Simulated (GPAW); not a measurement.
Write an ASE script for GPAW 26.7.0 that does the following.

- Task: dielectric tensor
- Functional: LDA
- Potentials or basis: the program's PAW data sets (release 1.2.1) made for this functional
- Cutoff: 400 eV
- Basis: pw
- k mesh: 8 × 8 × 2
- Occupations: fermi-dirac, width 0.001 eV
- Spin: no spin polarisation
- Response ecut: 80 eV
- Maxiter: 150
- Response k mesh: 13 × 13 × 3
- Response bands: 74
- Kernels: ["RPA"]
- Coarser k mesh: 13 × 13 × 3

Crystal: WS2 (Tungstenite).

```
W S
1.0
     3.22185    0.00000    0.00000
    -1.61092    2.79020    0.00000
     0.00000    0.00000   12.66449
W S
2 4
Direct
  0.66667 0.33333 0.75000
  0.33333 0.66667 0.25000
  0.66667 0.33333 0.37500
  0.33333 0.66667 0.87500
  0.66667 0.33333 0.12500
  0.33333 0.66667 0.62500
```

The input as run:

run.py

```python
import numpy as np
from ase import Atoms
from ase.dft.bandgap import bandgap
from ase.io import write
from gpaw import GPAW, PW
from gpaw.response.df import DielectricFunction

atoms = Atoms(['W', 'W', 'S', 'S', 'S', 'S'],
              cell=[[3.2218469041, 0.0, 0.0],
                    [-1.6109234521, 2.7902012661, 0.0],
                    [0.0, 0.0, 12.6644925478]],
              scaled_positions=[[0.6666666667, 0.3333333333, 0.75],
                                [0.3333333333, 0.6666666667, 0.25],
                                [0.6666666667, 0.3333333333, 0.375],
                                [0.3333333333, 0.6666666667, 0.875],
                                [0.6666666667, 0.3333333333, 0.125],
                                [0.3333333333, 0.6666666667, 0.625]],
              pbc=True)

calc = GPAW(mode=PW(400),
            xc='LDA',
            kpts={'size': (8, 8, 2), 'gamma': True},
            occupations={'name': 'fermi-dirac', 'width': 0.001},
            nbands=46,
            convergence={'density': 1e-06},
            maxiter=150,
            txt='gpaw.txt')
atoms.calc = calc
energy = atoms.get_potential_energy()
calc.write('gs.gpw')
write('result.traj', atoms)
print(f'Energy: {energy:.6f} eV')
print('Fermi level:', round(calc.get_fermi_level(), 4), 'eV')
print(f'Gap: {bandgap(calc)[0]:.4f} eV, direct: {bandgap(calc, direct=True)[0]:.4f} eV')

for size in [(13, 13, 3)]:
    name = 'x'.join(str(n) for n in size)
    dense = calc.fixed_density(kpts={'size': size, 'gamma': True},
                               nbands=80, convergence={'bands': 74, 'eigenstates': 1e-7},
                               update_fermi_level=True, txt=f'dense-{name}.txt')
    dense.write(f'{name}.gpw', mode='all')
    df = DielectricFunction(f'{name}.gpw', frequencies=np.array([0.0]), hilbert=False, eta=0.001,
                            ecut=80, nbands=74, intraband=False, txt=f'df-{name}.txt')
    for xc in ['RPA']:
        for direction in ['x', 'y', 'z', [0, 1, 1], [1, 0, 1], [1, 1, 0]]:
            e0, e = df.get_macroscopic_dielectric_constant(xc=xc, direction=direction)
            print(f'{name} {xc} {direction}: {e0:.4f} without, {e:.4f} with local fields')
```

Potentials or basis: the program's PAW data sets (release 1.2.1) made for this functional, pw.

Launch:

```bash
$ OMP_NUM_THREADS=1 python run.py
```

It gave:

| Property | Result |
| --- | --- |
| Band gap on the k mesh | 1.13 eV, indirect (least direct gap 2.05 eV) |
| Electronic dielectric tensor (diagonal) | 12.60, 12.60, 5.28 |

Caveat: the long-wavelength limit can be off by several per cent where d states take part; spin-orbit coupling is left out, which moves the levels of the heavy elements; an odd mesh through Γ misses points on the zone boundary, where band edges often lie.

It took 5.7 min on 1 thread of Arm Neoverse V2, on a shared host, peak memory 0.54 GiB.
